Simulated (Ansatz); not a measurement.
Runs of Ansatz 0.2.0 on Pd. Symmetry: Im-3m, No. 229, cubic system. Conventional cell: a = 3.145 Å, b = 3.145 Å, c = 3.145 Å, α = 90.00°, β = 90.00°, γ = 90.00°. Pd (site symmetry m-3m) is surrounded by 8 Pd at 2.72 Å. This isn't the form of Pd at room conditions, which is fcc.

| task | level | spin | cell | k mesh | cutoff (eV) | points for each segment of the path | atoms under strain | gap on the mesh (eV) | pressure (GPa) | relaxed volume (Å³/atom) |
| --- | --- | --- | --- | --- | --- | --- | --- | --- | --- | --- |
| relaxation of cell and atoms | BLYP | off | relaxed | 12 × 12 × 12 | 420 | - | - | none | 0.0 | (a) |
| band structure | PBEsol | off | as given | 12 × 12 × 12 | 420 | 14 | - | none | -10.0 | - |
| elastic constants | PBEsol | off | as given | 10 × 10 × 10 | 420 | - | clamped | none | -10.0 | - |
| band structure | PBEsol | SOC, no magnetisation | as given | 12 × 12 × 12 | 420 | 14 | - | none | -9.9 | - |
| relaxation of cell and atoms | r2SCAN | off | relaxed | 12 × 12 × 12 | 500 | - | - | none | 0.0 | 15.03 |
| relaxation of cell and atoms | revPBE | off | relaxed | 12 × 12 × 12 | 420 | - | - | none | 0.0 | (b) |
| relaxation of cell and atoms | RPBE | off | relaxed | 12 × 12 × 12 | 420 | - | - | none | 0.0 | 15.89 |

Alike in all rows: potentials or basis Ansatz PAW; smearing fermi-dirac 0.05 eV.

Question: Estimate the missing entries.

Answer: (a) 16.46; (b) 15.76.

Caveats: the PAW data sets come from PBE, with cores solved anew for the run's functional, which leaves a small shift of forces and pressure; the plane-wave basis is chosen anew once the cell has moved, so the energies of steps on either side of that aren't comparable (some runs); the cell is more than 3 GPa from zero pressure, which shifts response properties (some runs); the elastic tensor has a negative eigenvalue, so either the cell is unstable as it stands or the mesh is too thin (some runs).

A k mesh can miss the band edges, and rows without SOC leave out spin-orbit coupling on Pd.

A gap of «none» marks a metal or a gap under the smearing width.

Runs at the PBE level aren't shown here.
